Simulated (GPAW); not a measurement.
# Ag (Fm-3m) in GPAW: further runs

One crystal, Ag, is run at these levels: r2SCAN, revPBE, AM05, PBE; tasks: band structure, equation of state, elastic constants.

All numbers are computed with GPAW 26.7.0; they aren't measurements. Logs are shortened: lines on timing, memory, paths and dates and some standing lists are left out, and cuts for length are marked. The log counts tension as positive stress, the text compression.

## Step 1: Starting point

The structure is cubic, space group Fm-3m (No. 225). The conventional cell has a = 4.085 Å, b = 4.085 Å, c = 4.085 Å, α = 90.00°, β = 90.00°, γ = 90.00°. Around Ag (site symmetry m-3m) lie 12 Ag at 2.89 Å.

## Step 2: Band structure, r2SCAN, spin-orbit coupling, no magnetisation

File run.py:

```python
import numpy as np
from ase import Atoms
from ase.dft.bandgap import bandgap
from ase.io import write
from ase.units import GPa
from gpaw import GPAW, PW
from gpaw.spinorbit import soc_eigenstates

atoms = Atoms(['Ag'],
              cell=[[0.0, 2.04275, 2.04275],
                    [2.04275, 0.0, 2.04275],
                    [2.04275, 2.04275, 0.0]],
              scaled_positions=[[0.0, 0.0, 0.0]],
              pbc=True)

calc = GPAW(mode=PW(600),
            xc='MGGA_X_R2SCAN+MGGA_C_R2SCAN',
            kpts={'size': (11, 11, 11), 'gamma': True},
            occupations={'name': 'fermi-dirac', 'width': 0.05},
            nbands=18,
            convergence={'density': 1e-05, 'energy': 1e-05},
            maxiter=150,
            txt='gpaw.txt')
atoms.calc = calc
energy = atoms.get_potential_energy()
forces = atoms.get_forces()
stress = atoms.get_stress()
calc.write('gs.gpw')
write('result.traj', atoms)
print(f'Energy: {energy:.6f} eV')
print('Forces (eV/A):')
print(forces.round(4))
print('Stress (GPa):', (stress / GPa).round(3))
print('Fermi level:', round(calc.get_fermi_level(), 4), 'eV')
print(f'Gap: {bandgap(calc)[0]:.4f} eV, direct: {bandgap(calc, direct=True)[0]:.4f} eV')

path = atoms.cell.bandpath('GXWKGLUWLK,UX', npoints=60, eps=1e-4)
bs_calc = calc.fixed_density(kpts=path, symmetry='off', nbands=26,
                             convergence={'bands': 'CBM+6.0', 'eigenstates': 1e-6}, txt='bands.txt')
bs = bs_calc.band_structure()
bs.write('bs.json')
print(f'Gap on the path: {bandgap(bs_calc)[0]:.4f} eV')

soc = soc_eigenstates(bs_calc, theta=90, phi=45, ignore_xc_potential=True)
np.savetxt('soc_bands.dat', soc.eigenvalues(), fmt='%.4f')
mesh = soc_eigenstates('gs.gpw', theta=90, phi=45, ignore_xc_potential=True)
np.savetxt('soc_mesh.dat', mesh.eigenvalues(), fmt='%.4f')
print('Fermi level with spin-orbit coupling:', round(mesh.fermi_level, 4), 'eV')
```

Potentials or basis: GPAW PAW data sets (gpaw-data 1.2.1), pw.

Launch:

```console
$ OMP_NUM_THREADS=1 python run.py
```

gpaw.txt:

```text
__  _  _
 | _ |_)|_||  |
 |__||  | ||/\| - 26.7.0

Input parameters:
  mode=PW(ecut=600.0),
  convergence={'density': 1e-05, 'energy': 1e-05},
  kpts=MonkhorstPack(size=(11, 11, 11), gamma=True),
  maxiter=150,
  nbands=18,
  occupations=Occupations(name='fermi-dirac', width=0.05),
  xc=XC(name='MGGA_X_R2SCAN+MGGA_C_R2SCAN')

Diagonalizing LCAO Hamiltonian
Converting LCAO to pw mode

       Ag

Atoms  # Å, Bohr magnetons
|   | symbol |        x |        y |        z |    initial magnetic moments |
|---|--------|----------|----------|----------|-----------------------------|
| 0 |     Ag | 0.000000 | 0.000000 | 0.000000 | ( 0.0000,  0.0000,  0.0000) |

Unit cell  # Å
| periodic |        x |        y |        z |  lengths |    angles |
|----------|----------|----------|----------|----------|-----------|
|      yes | 0.000000 | 2.042750 | 2.042750 | 2.888885 | 60.000000 |
|      yes | 2.042750 | 0.000000 | 2.042750 | 2.888885 | 60.000000 |
|      yes | 2.042750 | 2.042750 | 0.000000 | 2.888885 | 60.000000 |

Number of symmetries: 48
Symmetry operations  # r_c * U_cc + t_c -> r_c
|    | kind |            matrix            |
|----|------|------------------------------|
|  0 |  σ   |  1, 0, 0,  1, 0,-1,  1,-1, 0 |
|  1 |  C2  |  1, 0, 0,  1,-1, 0,  1, 0,-1 |
|  2 |  E   |  1, 0, 0,  0, 1, 0,  0, 0, 1 |
|  3 |  σ   |  1, 0, 0,  0, 0, 1,  0, 1, 0 |
|  4 |  C4  |  1, 0,-1,  1, 0, 0,  1,-1, 0 |
|  5 |  S6  |  1, 0,-1,  1,-1, 0,  1, 0, 0 |
|  6 |  σ   |  1, 0,-1,  0, 1,-1,  0, 0,-1 |
|  7 |  C3  |  1, 0,-1,  0, 0,-1,  0, 1,-1 |
|  8 |  S6  |  1,-1, 0,  1, 0, 0,  1, 0,-1 |
|  9 |  C4  |  1,-1, 0,  1, 0,-1,  1, 0, 0 |
| 10 |  C3  |  1,-1, 0,  0,-1, 1,  0,-1, 0 |
| 11 |  σ   |  1,-1, 0,  0,-1, 0,  0,-1, 1 |
| 12 |  σ   |  0, 1, 0,  1, 0, 0,  0, 0, 1 |
| 13 |  C4  |  0, 1, 0,  0, 1,-1, -1, 1, 0 |
| 14 |  C3  |  0, 1, 0,  0, 0, 1,  1, 0, 0 |
| 15 |  S6  |  0, 1, 0, -1, 1, 0,  0, 1,-1 |
| 16 |  C2  |  0, 1,-1,  1, 0,-1,  0, 0,-1 |
| 17 |  σ   |  0, 1,-1,  0, 1, 0, -1, 1, 0 |
| 18 |  S4  |  0, 1,-1,  0, 0,-1,  1, 0,-1 |
| 19 |  C4  |  0, 1,-1, -1, 1, 0,  0, 1, 0 |
| 20 |  C3  |  0, 0, 1,  1, 0, 0,  0, 1, 0 |
| 21 |  σ   |  0, 0, 1,  0, 1, 0,  1, 0, 0 |
| 22 |  S6  |  0, 0, 1,  0,-1, 1, -1, 0, 1 |
| 23 |  C4  |  0, 0, 1, -1, 0, 1,  0,-1, 1 |
| 24 |  S4  |  0, 0,-1,  1, 0,-1,  0, 1,-1 |
| 25 |  C3  |  0, 0,-1,  0, 1,-1,  1, 0,-1 |
| 26 |  C2  |  0, 0,-1,  0,-1, 0, -1, 0, 0 |
| 27 |  S6  |  0, 0,-1, -1, 0, 0,  0,-1, 0 |
| 28 |  S4  |  0,-1, 1,  1,-1, 0,  0,-1, 0 |
| 29 |  C4  |  0,-1, 1,  0, 0, 1, -1, 0, 1 |
| 30 |  C2  |  0,-1, 1,  0,-1, 0,  1,-1, 0 |
| 31 |  σ   |  0,-1, 1, -1, 0, 1,  0, 0, 1 |
| 32 |  C3  |  0,-1, 0,  1,-1, 0,  0,-1, 1 |
| 33 |  S6  |  0,-1, 0,  0, 0,-1, -1, 0, 0 |
| 34 |  S4  |  0,-1, 0,  0,-1, 1,  1,-1, 0 |
| 35 |  C2  |  0,-1, 0, -1, 0, 0,  0, 0,-1 |
| 36 |  C2  | -1, 1, 0,  0, 1, 0,  0, 1,-1 |
| 37 |  S6  | -1, 1, 0,  0, 1,-1,  0, 1, 0 |
| 38 |  S4  | -1, 1, 0, -1, 0, 1, -1, 0, 0 |
| 39 |  C3  | -1, 1, 0, -1, 0, 0, -1, 0, 1 |
| 40 |  S6  | -1, 0, 1,  0, 0, 1,  0,-1, 1 |
| 41 |  C2  | -1, 0, 1,  0,-1, 1,  0, 0, 1 |
| 42 |  C3  | -1, 0, 1, -1, 1, 0, -1, 0, 0 |
| 43 |  S4  | -1, 0, 1, -1, 0, 0, -1, 1, 0 |
| 44 |  C2  | -1, 0, 0,  0, 0,-1,  0,-1, 0 |
| 45 |  i   | -1, 0, 0,  0,-1, 0,  0, 0,-1 |
| 46 |  σ   | -1, 0, 0, -1, 1, 0, -1, 0, 1 |
| 47 |  C2  | -1, 0, 0, -1, 0, 1, -1, 1, 0 |

BZ-sampling:
  Number of BZ points: 1331
  Number of IBZ points: 56

  Monkhorst-Pack size: [11, 11, 11]
  Monkhorst-Pack shift: [0, 0, 0]

K-points  # in reciprocal-cell coordinates
|     |                                coordinates |     weight |
|-----|--------------------------------------------|------------|
|   0 | (  0.00000000,   0.00000000,   0.00000000) | 0.00075131 |
|   1 | (  0.09090909,   0.09090909,   0.00000000) | 0.00450789 |
|   2 | (  0.09090909,   0.09090909,   0.09090909) | 0.00601052 |
|   3 | (  0.18181818,   0.09090909,   0.09090909) | 0.00901578 |
|   4 | (  0.18181818,   0.18181818,   0.00000000) | 0.00450789 |
|   5 | (  0.18181818,   0.18181818,   0.09090909) | 0.01803156 |
|   6 | (  0.18181818,   0.18181818,   0.18181818) | 0.00601052 |
|   7 | (  0.27272727,   0.18181818,   0.09090909) | 0.01803156 |
|   8 | (  0.27272727,   0.18181818,   0.18181818) | 0.01803156 |
|   9 | (  0.27272727,   0.27272727,   0.00000000) | 0.00450789 |
| ... |                                            |            |
|  55 | (  0.45454545,   0.45454545,   0.45454545) | 0.00601052 |

Plane wave coefficients: 578
Cutoff: 600.0 eV

Spin-components: 1 (collinear spins)
Bands:           18
Projectors:      6
Spin-degeneracy: 2
Datatype:        complex128

Parallelization:
  kpt:    1
  domain: 1
  band:   1

Density:
  Valence electrons: 17.0
  Components: 1
  Grid points: [18 18 18]
  Charge: 0.0  # |e|

Potential:
  Grid points: [18 18 18]

species:
  Ag:
    name:    Silver
    Z:       47.0
    valence: 17
    core:    30
    charge:  0.0  # [|e|]
    compensation charges:
      type: gauss
      rc: 0.40  # [Å]
      lmax: 2
    cutoffs:
      filter: 2.35  # [Å]
      core: 2.19  # [Å]
    projectors
    | kind |    occ | energy [eV] | rcut [Å] |
    |------|--------|-------------|----------|
    |   5s |  1.000 |      -4.401 |    1.286 |
    |   4p |  6.000 |     -58.577 |    1.328 |
    |   5p |  0.000 |      -0.738 |    1.328 |
    |   4d | 10.000 |      -7.446 |    1.180 |
    |    s |        |      22.811 |    1.286 |
    |    d |        |      19.766 |    1.180 |

    Using partial waves for Ag as LCAO basis

Reference energy: -144597.826354  # eV

eigensolver:
  PPCG
  Converge bands: occupied
  niter=2

density mixing:
  MSR1-Mixer
  Pratt-step length: 0.05
  Maximum mixing coefficient: 0.75
  Old densities: 10
  SVD Regularization: 0.005
  Good broyden scale: 1.0
  Trust region scale: 1.0
  Backstep threshold: 4.0
  History deletion threshold: 6.0
  Fourier metric: weight=20.0, sigma=0.015

occupation numbers:
  Fermi-Dirac:
    width: 0.0500  # eV

poisson solver:
  ecut: 4800.0  # eV

xc functional:
  name: MGGA_X_R2SCAN+MGGA_C_R2SCAN with 2 nearest neighbor stencil

convergence criteria:
- Maximum integral of absolute [dens]ity change: 1e-05 electrons / valence electron
- Maximum [total energy] change in last 3 cyles: 1e-05 eV / valence electron
- Maximum integral of absolute [eigenst]ate change: 4e-08 eV^2 / valence electron
maximum number of iterations: 150

SCF iterations
|iter     | |      energy | eigst |  dens |
|---------|-|-------------|-------|-------|
|iter:   1| |  -20.760987 | -0.43 |       |
|iter:   2| |  -16.487964 | -1.78 | -1.30 |
|iter:   3| |  -16.460259 | -3.97 | -1.50 |
|iter:   4| |  -16.431912 | -3.97 | -1.62 |
|iter:   5| |  -16.434127 | -3.79 | -1.89 |
|iter:   6| |  -16.439380 | -3.91 | -2.33 |
|iter:   7| |  -16.437665 | -4.25 | -2.41 |
|iter:   8| |  -16.437485 | -5.76 | -2.78 |
|iter:   9| |  -16.437498 | -6.84 | -3.58 |
|iter:  10| |  -16.437500c| -7.44c| -3.96 |
|iter:  11| |  -16.437500c| -8.65c| -4.71 |
|iter:  12| |  -16.437500c| -9.33c| -5.81c|

Converged in 12 steps
Energy contributions relative to reference atoms: (reference = -144597.826354)

Energy contributions:
  Kinetic:           4.535157
  Coulomb:          -4.939899
  Zero:              0.151251
  External:          0.000000
  Xc:              -16.182458
  Entropy:          -0.003102
  Spinorbit:         0.000000
  ----------------------------
  Free energy:     -16.439051
  Extrapolated:    -16.437500

dipole moment: (-12.706467, -12.706467, -12.706467)  # |e|*Ang

Fermi level: 8.549
Eigenvalues  # (at kpt = [0.000, 0.000, 0.000])
| band index |      eig [eV] | occ [0-2] |
|------------|---------------|-----------|
|          0 |       -48.943 |     2.000 |
|          1 |       -48.943 |     2.000 |
|          2 |       -48.943 |     2.000 |
|          3 |         0.292 |     2.000 |
|          4 |         3.118 |     2.000 |
|          5 |         3.118 |     2.000 |
[... 10 lines left out ...]
|         16 |        34.441 |     0.000 |
|         17 |        39.801 |     0.000 |

No gap
No difference between direct/indirect transitions

Forces  # eV/Ang
|       x |       y |       z |
|---------|---------|---------|
| 0.00000 | 0.00000 | 0.00000 |  # Ag   0

Stress tensor  # eV/Ang^3
|         x |         y |         z |
|-----------|-----------|-----------|
| -0.010465 |  0.000000 |  0.000000 |
|  0.000000 | -0.010465 |  0.000000 |
|  0.000000 |  0.000000 | -0.010465 |

# Writing to gs.gpw (mode='')
```

bands.txt:

```text
Diagonalizing LCAO Hamiltonian
Converting LCAO to pw mode
convergence criteria:
- Maximum integral of absolute [eigenst]ate change: 1e-06 eV^2 / valence electron
maximum number of iterations: 150

SCF iterations
|iter     | |      energy | eigst |  dens |
|---------|-|-------------|-------|-------|
[... 63 lines left out ...]
         [0.42857143, 0.42857143, 0.64285714],
         [0.41071429, 0.41071429, 0.67857143],
         [0.39285714, 0.39285714, 0.71428571],
         [0.375     , 0.375     , 0.75      ],
         [0.625     , 0.25      , 0.625     ],
         [0.59375   , 0.1875    , 0.59375   ],
         [0.5625    , 0.125     , 0.5625    ],
         [0.53125   , 0.0625    , 0.53125   ],
         [0.5       , 0.        , 0.5       ]])),
  maxiter=150,
  nbands=26,
  occupations=Occupations(name='fermi-dirac', width=0.05),
  symmetry=Symmetry(point_group=False, time_reversal=False),
  xc=XC(name='MGGA_X_R2SCAN+MGGA_C_R2SCAN')
```

Run time: 89 s. Hardware: 1 thread of Arm Neoverse V1, shared host; peak memory 0.32 GiB.

Results:

```
Free energy             : -16.4391 eV
Pressure                : 1.7 GPa
Band gap along the path : none (metal or under the smearing width)
```

Levels at the corners of the path, in eV from the Fermi level:
```tsv
point	band 12	band 13	band 14	band 15	band 16	band 17	band 18	band 19	band 20
Γ	-5.62	-5.22	-5.22	-4.33	-4.33	-4.33	-4.33	16.52	16.52
X	-3.66	-3.47	-3.47	-3.14	-3.14	1.42	1.42	6.71	6.71
W	-5.62	-4.33	-4.33	-3.32	-3.32	5.75	5.75	6.08	6.08
K	-4.69	-4.16	-4.16	-3.58	-3.58	4.17	4.17	5.21	5.21
Γ	-5.62	-5.22	-5.22	-4.33	-4.33	-4.33	-4.33	16.52	16.52
L	-5.28	-3.66	-3.66	-3.44	-3.44	-0.63	-0.63	3.45	3.45
U	-4.69	-4.16	-4.16	-3.58	-3.58	4.17	4.17	5.21	5.21
W	-5.62	-4.33	-4.33	-3.32	-3.32	5.75	5.75	6.08	6.08
L	-5.28	-3.66	-3.66	-3.44	-3.44	-0.63	-0.63	3.45	3.45
K	-4.69	-4.16	-4.16	-3.58	-3.58	4.17	4.17	5.21	5.21
U	-4.69	-4.16	-4.16	-3.58	-3.58	4.17	4.17	5.21	5.21
X	-3.66	-3.47	-3.47	-3.14	-3.14	1.42	1.42	6.71	6.71
```

Caveat: spin-orbit coupling was added after a scalar SCF, so levels and gaps hold it while energy, forces, pressure and moments don't; this program's spin-orbit splittings come out too wide for heavy elements; the PAW data sets were made with another functional, which shifts forces and pressure a little.

## Step 3: Equation of state, revPBE

File run.py:

```python
from ase.eos import EquationOfState
from ase.io import Trajectory, read
from ase.units import GPa
from gpaw import GPAW, PW

atoms = read('Ag.xyz')

traj = Trajectory('eos.traj', 'w')
volumes, energies = [], []
for x in [0.94, 0.96, 0.98, 1.0, 1.02, 1.04, 1.06]:
    a = atoms.copy()
    a.set_cell(atoms.cell * x**(1 / 3), scale_atoms=True)
    calc = GPAW(mode=PW(600),
                xc='revPBE',
                kpts={'size': (11, 11, 11), 'gamma': True},
                occupations={'name': 'fermi-dirac', 'width': 0.05},
                nbands=18,
                convergence={'density': 1e-05, 'energy': 1e-05},
                maxiter=150,
                txt=f'eos-{x:.2f}.txt')
    a.calc = calc
    energies.append(a.get_potential_energy(force_consistent=True))
    volumes.append(a.get_volume())
    p = -a.get_stress()[:3].mean() / GPa
    calc.write(f'eos-{x:.2f}.gpw')
    traj.write(a)
    print(f'{x:.2f} {volumes[-1]:10.4f} A^3 {energies[-1]:14.6f} eV {p:9.3f} GPa', flush=True)

v0, e0, B = EquationOfState(volumes, energies, eos='birchmurnaghan').fit()
print(f'V0 = {v0:.4f} A^3, E0 = {e0:.6f} eV, B0 = {B / GPa:.2f} GPa')
```

File Ag.xyz:

```xyz
1
Lattice="0.0000000000 2.0427500000 2.0427500000 2.0427500000 0.0000000000 2.0427500000 2.0427500000 2.0427500000 0.0000000000" Properties=species:S:1:pos:R:3 pbc="T T T"
Ag     0.0000000000      0.0000000000      0.0000000000
```

Potentials or basis: the program's PAW data sets (release 1.2.1) made for this functional, pw.

Launch:

```console
$ OMP_NUM_THREADS=1 python run.py
```

Run time: 93 s. Hardware: 1 thread of Arm Neoverse V1, shared host; peak memory 0.22 GiB.

The run converged. Its results:

| Property | Result |
| --- | --- |
| Equilibrium volume | 18.39 Å³/atom (rough: see the caveat) |
| Bulk modulus | 77 GPa (rough) |

Energy against volume, from the lowest point:
```csv
volume (Å³/atom),energy (meV/atom)
16.025,99.39
16.366,68.81
16.707,44.78
17.048,26.57
17.389,13.45
17.730,4.78
18.071,0.00
```

Caveat: the minimum lies outside the volumes run.

## Step 4: Elastic constants, AM05, 17.05 Å³/atom

File run.py:

```python
import json
import numpy as np
import spglib
from ase.constraints import FixSymmetry
from ase.filters import FrechetCellFilter
from ase.io import read, write
from ase.optimize import BFGS
from ase.stress import full_3x3_to_voigt_6_stress, voigt_6_to_full_3x3_strain, voigt_6_to_full_3x3_stress
from ase.units import GPa
from gpaw import GPAW, PW, setup_paths

setup_paths.insert(0, '.')

atoms = read('POSCAR')

calc = GPAW(mode=PW(600),
            xc='AM05',
            kpts={'size': (11, 11, 11), 'gamma': True},
            occupations={'name': 'fermi-dirac', 'width': 0.05},
            nbands=18,
            convergence={'density': 1e-06, 'eigenstates': 1e-09},
            maxiter=150,
            txt='gpaw.txt')
atoms.calc = calc
atoms.set_constraint(FixSymmetry(atoms))
BFGS(FrechetCellFilter(atoms), trajectory='relax.traj', logfile='-').run(fmax=0.005, steps=40)
atoms.set_constraint()
energy = atoms.get_potential_energy()
forces = atoms.get_forces()
stress = atoms.get_stress()
calc.write('gs.gpw')
write('result.traj', atoms)
print('Cell:', atoms.cell.cellpar().round(4))
print(atoms.get_scaled_positions().round(5))

gpts = tuple(int(n) for n in calc.get_number_of_grid_points())
cell = atoms.cell[:].T
dataset = spglib.get_symmetry((atoms.cell[:], atoms.get_scaled_positions(), atoms.numbers), symprec=1e-4)
rotations = [cell @ w @ np.linalg.inv(cell) for w in dataset['rotations']]
strains, clamped, relaxed = [], [], []
for v in [0, 3]:
    for e in (-0.01, 0.01):
        voigt = np.zeros(6)
        voigt[v] = e
        F = voigt_6_to_full_3x3_strain(voigt)
        a = atoms.copy()
        a.set_cell(atoms.cell[:] @ F, scale_atoms=True)
        c = GPAW(mode=PW(600),
                 xc='AM05',
                 kpts={'size': (11, 11, 11), 'gamma': True},
                 occupations={'name': 'fermi-dirac', 'width': 0.05},
                 nbands=18,
                 convergence={'density': 1e-06, 'eigenstates': 1e-09},
                 maxiter=150,
                 gpts=gpts,
                 txt=f'strain-{v}{e:+.3f}.txt')
        a.calc = c
        s0 = s1 = a.get_stress() - stress
        print(v, e, 'clamped', (s0 / GPa).round(3), 'relaxed', (s1 / GPa).round(3), flush=True)
        for R in rotations:  # images under the point group
            eps = R @ (F - np.eye(3)) @ R.T
            strains.append(full_3x3_to_voigt_6_stress(eps) * [1, 1, 1, 2, 2, 2])
            for s, rows in ((s0, clamped), (s1, relaxed)):
                rows.append(full_3x3_to_voigt_6_stress(R @ voigt_6_to_full_3x3_stress(s) @ R.T))

C0, C = (np.linalg.lstsq(np.array(strains), np.array(s), rcond=None)[0].T / GPa for s in (clamped, relaxed))
print('Clamped-ion Cij (GPa):')
print(C0.round(1))
print('Relaxed-ion Cij (GPa):')
print(C.round(1))
json.dump({'clamped': C0.tolist(), 'relaxed': C.tolist()}, open('elastic.json', 'w'))
```

File POSCAR:

```
Ag
1.0
    0.0000000000      2.0427500000      2.0427500000
    2.0427500000      0.0000000000      2.0427500000
    2.0427500000      2.0427500000      0.0000000000
Ag
1
Direct
    0.0000000000      0.0000000000      0.0000000000
```

Potentials or basis: PAW data sets generated in the run's folder for this functional, pw.

Launch:

```console
$ gpaw-setup -f AM05 Ag
$ OMP_NUM_THREADS=1 python run.py
```

Run time: 4.4 min. Hardware: 1 thread of Arm Neoverse V1, shared host; peak memory 0.25 GiB.

It converged, with:

| Property | Result |
| --- | --- |
| Free energy | -3.1489 eV |
| Relaxed volume | 16.61 Å³/atom |
| Relaxed cell | a = 2.864 Å, b = 2.864 Å, c = 2.864 Å, α = 60.00°, β = 60.00°, γ = 60.00° |
| Space group after relaxing (to 0.05 Å) | Fm-3m (No. 225) |
| Pressure after relaxing | 0.0 GPa |
| Band gap on the k mesh | none (metal or under the smearing width) |
| Elastic constants C11, C12, C44 | 132, 108, 61 GPa |
| Voigt bulk modulus | 116 GPa |
| Bulk modulus (Hill) | 116 GPa |
| Shear modulus (Hill) | 32 GPa |
| Young's modulus | 89 GPa |
| Poisson's ratio (from the elastic constants) | 0.37 |

Caveat: the density grid can change from cell to cell, which puts small steps into energies and stress; elastic constants of metals need much finer meshes, so these are rough.

## Step 5: Equation of state, PBE

File run.py:

```python
from ase.eos import EquationOfState
from ase.io import Trajectory
from ase.spacegroup import crystal
from ase.units import GPa
from gpaw import GPAW

# Ag 4a
atoms = crystal(['Ag'],
                basis=[[0.0, 0.0, 0.0]],
                spacegroup=225, setting=1,  # Fm-3m
                cellpar=[4.0855, 4.0855, 4.0855, 90.0, 90.0, 90.0],
                primitive_cell=True)

traj = Trajectory('eos.traj', 'w')
volumes, energies = [], []
for x in [0.94, 0.96, 0.98, 1.0, 1.02, 1.04, 1.06]:
    a = atoms.copy()
    a.set_cell(atoms.cell * x**(1 / 3), scale_atoms=True)
    calc = GPAW(mode='lcao',
                h=0.18,
                basis='sz(dzp)',
                xc='PBE',
                kpts={'size': (11, 11, 11), 'gamma': True},
                occupations={'name': 'fermi-dirac', 'width': 0.05},
                convergence={'density': 1e-05, 'energy': 1e-05},
                maxiter=150,
                txt=f'eos-{x:.2f}.txt')
    a.calc = calc
    energies.append(a.get_potential_energy(force_consistent=True))
    volumes.append(a.get_volume())
    calc.write(f'eos-{x:.2f}.gpw')
    traj.write(a)
    print(f'{x:.2f} {volumes[-1]:10.4f} A^3 {energies[-1]:14.6f} eV', flush=True)

v0, e0, B = EquationOfState(volumes, energies, eos='birchmurnaghan').fit()
print(f'V0 = {v0:.4f} A^3, E0 = {e0:.6f} eV, B0 = {B / GPa:.2f} GPa')
```

Potentials or basis: GPAW PAW data sets (gpaw-data 1.2.1), lcao:sz(dzp).

Launch:

```console
$ OMP_NUM_THREADS=1 python run.py
```

Run time: 7.6 min. Hardware: 1 thread of Arm Neoverse V2, shared host; peak memory 0.21 GiB.

These settings aren't checked as converged: the numbers below hold their error.

What came out:

| Item | Value |
| --- | --- |
| Equilibrium volume | 17.57 Å³/atom |
| Bulk modulus | 101 GPa |
| Pressure derivative of the bulk modulus | 5.9 |

Caveat: the real-space grid adds noise to forces; the basis of atomic orbitals isn't converged, which shifts pressures, moduli and gaps.
